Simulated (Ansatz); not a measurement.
Crystal: Cl, diamond type, 2 atoms in the cell.

All numbers below come from r²SCAN, plane waves, PAW datasets (earlier set, tuned by hand) in Ansatz 0.2.0 development build.

Cutoff 660 eV; k-mesh 9×9×9 Γ-centred; Fermi–Dirac smearing of 0.1 eV; no spin polarisation.

What equilibrium volume, lattice constant and bulk modulus does this give?

V₀ = 33.358 Å³/atom (a₀ = 6.438 Å), B₀ = 18.8 GPa, B₀′ = 4.98. The points behind the fit:

```tsv
V (Å³/atom)	a (Å)	E − E(min) (meV/atom)	P (GPa)
31.058	6.2867	10.61	1.61
32.071	6.3543	3.03	0.82
33.084	6.4205	0.00	0.16
34.096	6.4853	0.79	-0.39
35.109	6.5489	4.74	-0.85
```

The stress includes the program's correction for the finite plane-wave basis.

This cubic structure is a model: it isn't the usual form of the substance at ambient conditions, and such phases are metastable or hypothetical. Spin polarisation is left out, and a magnetic state may lie lower.
